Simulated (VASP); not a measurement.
**CdTe (strained zincblende), PBE single-point calculation: Ansatz's output and VASP's**

```xyz
2
Lattice="0.0000 3.2800 3.4112 3.2800 0.0000 3.4112 3.2800 3.2800 0.0000" Properties=species:S:1:pos:R:3 pbc="T T T"
Cd    0.0000    0.0000    0.0000
Te    1.6400    1.6400    1.7056
```

Ansatz printed

```
SCF 1 converged in 6 iterations: F = -15235.328434 eV  dr2 = 6.37e-9
  greatest PAW one-centre occupation: 1.000 electrons in one spin orbital (limit 2), on the Cd atom at site 0 (counted from 0), in its partial waves of l = 0
NSCF: frozen V_eff on 6 k-points
SCF converged after 6 iterations
Free energy (F): -15235.328434 eV
Harris-Foulkes:  -15235.328434 eV  (|F-HF|=3.47e-8)
Internal energy: -15235.328434 eV  (E = F + TS)
E sigma→0 (E₀):  -15235.328434 eV
Entropy (-TS):   -0.000000 eV (-0.000 meV/atom)
Fermi energy:    6.737467 eV
--- Per-component energies (eV) ---
  E_band       = -819.985559
  E_kinetic    = 684.332299
  E_local      = -5581.147613  (includes V_loc(G=0)·N_el)
  E_nonlocal   = -276.719535
  E_hartree    = 2799.668206
  E_xc         = -300.312341
  E_vxc        = -324.783562  (∫ρ·V_xc dr)
  E_paw        = -8746.097928  (= ΣΔE_a)
  E_vpaw       = -921.006055  (= ΣTr[D̂ρ^β])
  E_aug_tail   = -0.000171  (compensation charges beyond the density's cutoff)
  E_ewald      = -3815.051351
  E_smearing   = -0.000000  (= −TS)
  E_closure    = -0.000000  (closes the sum)
  Σ components = -15235.328434   (vs F -15235.328434, Δ=0.00e0)
--- Forces (eV/Å), atoms counted from 1 ---
  atom   1  Cd    -0.00000000    -0.00000000    -0.00000000
  atom   2  Te     0.00000000     0.00000000     0.00000000
  max |Σ_I F_I| component: 9.89e-17 eV/Å
--- Stress (GPa, compression-positive) ---
       -0.203382      -0.000000       0.000000
        0.000000      -0.203382      -0.000000
       -0.000000      -0.000000      -0.911377
  P = ⅓ Tr σ = -0.4394 GPa (-4.394 kbar)
--- Band table (eV; the first three rows and the last of 30) ---
  k-point 0: bands = ["-95.5201", "-56.5847", "-56.5847", "-56.5773", "-29.4243", "-29.4243", "-29.4209", "-29.4173", "-29.4119", "-4.3277", "-1.6179", "-1.6086", "-1.6086", "-1.4051", "-1.4024", "6.3522", "6.4815", "6.4815", "6.9796", "11.0982", "11.0982", "11.1131"]
  k-point 1: bands = ["-95.5201", "-56.5847", "-56.5847", "-56.5773", "-29.4243", "-29.4242", "-29.4208", "-29.4172", "-29.4119", "-4.2443", "-1.6004", "-1.5937", "-1.5365", "-1.4044", "-1.4041", "4.7957", "6.1896", "6.3017", "8.1082", "11.1004", "11.4185", "11.4281"]
  k-point 2: bands = ["-95.5201", "-56.5847", "-56.5847", "-56.5773", "-29.4243", "-29.4241", "-29.4208", "-29.4171", "-29.4119", "-4.0782", "-1.5751", "-1.5674", "-1.4033", "-1.4008", "-1.2997", "3.1548", "5.8372", "5.9954", "8.2642", "11.5972", "11.7639", "12.4994"]
  k-point 29: bands = ["-95.5201", "-56.5847", "-56.5847", "-56.5774", "-29.4239", "-29.4239", "-29.4209", "-29.4176", "-29.4117", "-3.9069", "-1.4821", "-1.4821", "-1.4721", "-1.3819", "-1.0311", "2.3768", "4.9284", "4.9284", "9.2993", "9.3037", "14.6872", "15.1884"]
```

Datasets and cutoffs are each program's own. VASP's cell holds 18 valence electrons and Ansatz's 36. Ansatz's stress includes a Pulay correction; VASP's doesn't.

**Question.** What does VASP give for the same cell and level of theory?

**Answer.** gap between bands v and c 0.50 eV; least direct gap 0.50 eV; pressure -0.3 GPa.

From OUTCAR

```
k-points           NKPTS =     30   k-points in BZ     NKDIM =     30   number of bands    NBANDS=     16

   NELECT =      18.0000    total number of electrons

   dimension x,y,z NGX =    36 NGY =   36 NGZ =   36
   dimension x,y,z NGXF=    72 NGYF=   72 NGZF=   72

  energy-cutoff  :      520.00
  volume of cell :       73.40
      direct lattice vectors                 reciprocal lattice vectors
     0.000000000  3.279955116  3.411153321    -0.152441110  0.152441110  0.146577991
     3.279955116  0.000000000  3.411153321     0.152441110 -0.152441110  0.146577991
     3.279955116  3.279955116  0.000000000     0.152441110  0.152441110 -0.146577991

 k-points in reciprocal lattice and weights: KPOINTS created by Atomic Simulation Env
   0.00000000  0.00000000  0.00000000       0.005
   0.16666667  0.00000000  0.00000000       0.037
   0.33333333  0.00000000  0.00000000       0.037
   0.50000000  0.00000000  0.00000000       0.019
   0.16666667  0.16666667  0.00000000       0.009
   0.33333333  0.16666667  0.00000000       0.037
   0.50000000  0.16666667  0.00000000       0.037
  -0.33333333  0.16666667  0.00000000       0.037
   ...

 E-fermi :   1.9914

 k-point     1 :       0.0000    0.0000    0.0000
  band No.  band energies     occupation
      1      -9.0721      2.00000
      2      -6.3705      2.00000
      3      -6.3608      2.00000
      4      -6.3608      2.00000
      5      -6.1575      2.00000
      6      -6.1555      2.00000
      7       1.6081      2.00000
      8       1.7369      1.99999
      9       1.7369      1.99999
     10       2.2321      0.00001
     11       6.3397      0.00000
     12       6.3397      0.00000
     13       6.3550      0.00000
     14       9.0497      0.00000
     15      10.6302      0.00000
     16      11.1782      0.00000

 k-point     2 :       0.1667    0.0000    0.0000
  band No.  band energies     occupation
      1      -8.9888      2.00000
      2      -6.3529      2.00000
      3      -6.3459      2.00000
      4      -6.2888      2.00000
      5      -6.1572      2.00000
      6      -6.1569      2.00000
      7       0.0469      2.00000
      8       1.4446      2.00000
      9       1.5567      2.00000
     10       3.3625      0.00000
     11       6.3507      0.00000
     12       6.6598      0.00000
     13       6.6709      0.00000
     14       9.8656      0.00000
     15      10.1448      0.00000
     16      10.2769      0.00000

 k-point     3 :       0.3333    0.0000    0.0000
  band No.  band energies     occupation
      1      -8.8231      2.00000
      2      -6.3277      2.00000
      3      -6.3198      2.00000
      4      -6.1564      2.00000
      5      -6.1532      2.00000
      6      -6.0519      2.00000
      7      -1.5957      2.00000
      8       1.0915      2.00000
      9       1.2501      2.00000
     10       3.5153      0.00000
     11       6.8376      0.00000
     12       7.0028      0.00000
     13       7.7617      0.00000
     14       9.7440      0.00000
     15      10.4845      0.00000
     16      10.5301      0.00000

 k-point     4 :       0.5000    0.0000    0.0000
  band No.  band energies     occupation
      1      -8.7421      2.00000
      2      -6.3182      2.00000
      3      -6.3092      2.00000
      4      -6.1531      2.00000
      5      -6.1460      2.00000
      6      -5.8619      2.00000
      7      -2.3176      2.00000
      8       0.9368      2.00000
      9       1.1158      2.00000
     10       3.4223      0.00000
     11       6.8141      0.00000
     12       7.0099      0.00000
     13       8.6869      0.00000
     14      10.0802      0.00000
     15      11.7104      0.00000
     16      11.8953      0.00000

 k-point     5 :       0.1667    0.1667    0.0000
  band No.  band energies     occupation
      1      -8.9655      2.00000
      2      -6.3312      2.00000
      3      -6.3312      2.00000
      4      -6.2918      2.00000
      5      -6.1664      2.00000
      6      -6.1503      2.00000
      7      -0.0658      2.00000
      8       1.2405      2.00000
      9       1.2405      2.00000
     10       3.9214      0.00000
     11       5.5689      0.00000
     12       7.1949      0.00000
     13       7.1949      0.00000
     14       8.7160      0.00000
     15      10.5713      0.00000
     16      11.3960      0.00000

 k-point     6 :       0.3333    0.1667    0.0000
  band No.  band energies     occupation
      1      -8.8298      2.00000
      2      -6.3145      2.00000
      3      -6.3024      2.00000
      4      -6.1822      2.00000
      5      -6.1474      2.00000
      6      -6.0939      2.00000
      7      -1.2541      2.00000
      8       0.7061      2.00000
      9       0.9030      2.00000
     10       4.4302      0.00000
     11       5.8329      0.00000
     12       7.3527      0.00000
     13       7.7810      0.00000
     14       9.3536      0.00000
     15      11.3361      0.00000
     16      11.3630      0.00000

 ...

  Total       -0.0496576     -0.0496576     -0.3721732      0.0000000      0.0000000      0.0000000
  in kB       -1.0839991     -1.0839991     -8.1243497      0.0000000      0.0000000      0.0000000
  external PRESSURE =      -3.4307827 kB  Pullay stress =       0.0000000 kB

 POSITION                                       TOTAL-FORCE (eV/Angst)
 -----------------------------------------------------------------------------------
      0.00000      0.00000      0.00000         0.000000      0.000000      0.000000
      1.63998      1.63998      1.70558        -0.000000     -0.000000     -0.000000
 -----------------------------------------------------------------------------------
    total drift:                               -0.000001     -0.000001     -0.000000

  FREE ENERGIE OF THE ION-ELECTRON SYSTEM (eV)
  ---------------------------------------------------
  free  energy   TOTEN  =        -4.8023453476 eV

  energy  without entropy=       -4.8023453182  energy(sigma->0) =       -4.80234533
```
